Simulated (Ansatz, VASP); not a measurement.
Si2W: VASP beside Ansatz

INCAR

```
SYSTEM = Si2W
PREC = Accurate ; ENCUT = 520
EDIFF = 1E-6 ; ISMEAR = -1
SIGMA = 0.05 ; LREAL = .FALSE.
LASPH = .TRUE. ; NELM = 100
ALGO = Normal ; ISIF = 2
LWAVE = .FALSE. ; LCHARG = .TRUE.
GGA = PS ; LELF = .TRUE.
LVHAR = .TRUE. ; NBANDS = 18
```

The input KPOINTS:

```
Automatic mesh
0
G
  12 12 12
  0 0 0
```

Contents of POSCAR:

```
Si2W
1.0
   -1.6069000000      1.6069000000      3.9149500000
    1.6069000000     -1.6069000000      3.9149500000
    1.6069000000      1.6069000000     -3.9149500000
W Si
1 2
Direct
    0.0000000000      0.0000000000      0.0000000000
    0.6653000000      0.6653000000      0.0000000000
    0.3347000000      0.3347000000      0.0000000000
```

File input.yaml:

```yaml
crystal:
  lattice:
    - [-1.6069, 1.6069, 3.91495]
    - [1.6069, -1.6069, 3.91495]
    - [1.6069, 1.6069, -3.91495]
  atoms:
    - { symbol: W, position: [0.0, 0.0, 0.0] }
    - { symbol: Si, position: [0.6653, 0.6653, 0.0] }
    - { symbol: Si, position: [0.3347, 0.3347, 0.0] }
kpoints:
  mp_grid: { grid: [12, 12, 12] }
  band_path:
    path:
      - [0.0, 0.0, 0.0]
      - [0.0, 0.0, 0.5]
      - [-0.084235521, 0.084235521, 0.5]
      - [-0.2921177605, 0.2921177605, 0.2921177605]
      - [0.0, 0.0, 0.0]
      - [0.5, 0.5, -0.5]
      - [0.2921177605, 0.7078822395, -0.2921177605]
      - [0.0, 0.5, 0.0]
    npoints: 6
scf:
  occupations: { method: fermi_dirac, width: 0.05 }
hamiltonian:
  xc: pbesol
  pseudopotentials:
    kind: all_electron
    lapw: { basis_error: 0.002 }
    relativity: none
output:
  forces: true
  stress: true
  eigenvalues: true
```

Alike in both runs: functional PBEsol; k mesh 12 × 12 × 12; occupations fermi-dirac, width 0.05 eV; no spin polarisation.

|  | VASP | Ansatz |
| --- | --- | --- |
| version | VASP 6.6.1 | Ansatz 0.2.0 |
| potentials or method | VASP PAW PBE potentials, release 64 (W_sv, Si) | all-electron LAPW, non-relativistic |
| plane-wave cutoff (eV) | 520 | see its input |
| task | single point | band structure |

```tsv
	VASP	Ansatz	Ansatz less VASP
gap on the k mesh at the Fermi level (eV)	none	none	-
pressure (GPa)	-1.7	5.5	+7.12
largest component of the traceless stress (GPa)	0.36	2.40	+2.043
rms of the force components (eV/Å)	0.013	0.037	+0.0238
```

Atom by atom the forces differ by 0.024 eV/Å (rms over components). A gap of «none» marks a metal or a gap that the smearing closes. Ansatz ran all-electron here, so the differences hold the error of VASP's frozen core and of both bases.

Caveats: the PAW data sets were made with another functional, which shifts forces and pressure a little (VASP); relativity is left out, which matters for the heavier elements (Ansatz); spin-orbit coupling is left out, which moves the levels of the heavy elements (Ansatz). The runs have no spin-orbit coupling, so splittings on W are missing.
